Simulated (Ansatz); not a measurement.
# V3Si: the cost of one run

Method: DFT PBE, scalar-relativistic, plane waves, PAW, in Ansatz 0.2.0.

Spin polarisation is switched off on purpose; where the compound carries moments, volume, stiffness and gap are then not the real material's.

### Step 1. The starting structure

It takes space group Pm-3n (No. 223, cubic). The conventional cell has a = 4.732 Å, b = 4.732 Å, c = 4.732 Å, α = 90.00°, β = 90.00°, γ = 90.00°. V (site symmetry -4m2) has 2 V at 2.37 Å and 4 Si at 2.65 Å as nearest neighbours. Si (site symmetry m-3) is surrounded by 12 V at 2.65 Å.

Coordinates:

```
CELL_PARAMETERS angstrom
4.73200 0.00000 0.00000
0.00000 4.73200 0.00000
0.00000 0.00000 4.73200
ATOMIC_POSITIONS crystal
V 0.25000 0.00000 0.50000
V 0.50000 0.75000 0.00000
V 0.75000 0.00000 0.50000
V 0.50000 0.25000 0.00000
V 0.00000 0.50000 0.75000
V 0.00000 0.50000 0.25000
Si 0.00000 0.00000 0.00000
Si 0.50000 0.50000 0.50000
```

### Step 2. At the starting volume

input.yaml

```yaml
crystal:
  lattice:
    - [4.732, 0.0, 0.0]
    - [0.0, 4.732, 0.0]
    - [0.0, 0.0, 4.732]
  atoms:
    - { symbol: V, position: [0.25, 0.0, 0.5] }
    - { symbol: V, position: [0.5, 0.75, 0.0] }
    - { symbol: V, position: [0.75, 0.0, 0.5] }
    - { symbol: V, position: [0.5, 0.25, 0.0] }
    - { symbol: V, position: [0.0, 0.5, 0.75] }
    - { symbol: V, position: [0.0, 0.5, 0.25] }
    - { symbol: Si, position: [0.0, 0.0, 0.0] }
    - { symbol: Si, position: [0.5, 0.5, 0.5] }
basis:
  ecutwfc: 420
  ecutrho_ratio: 4
kpoints:
  mp_grid: { grid: [8, 8, 8] }
hamiltonian:
  xc: pbe
scf:
  occupations: { method: gaussian, width: 0.05 }
output:
  forces: true
  stress: true
  eigenvalues: true
```

On the command line:

```bash
$ ansatz run input.yaml --threads 2 --pin off --max-ram 5120MiB --backend cpu --events-out ev --progress --plain --runs-dir out
```

Q: Estimate wall time and peak memory on 2 threads of AMD EPYC 7R13 (Zen 3), shared host.

About 8.4 s, with a peak of 0.52 GiB.
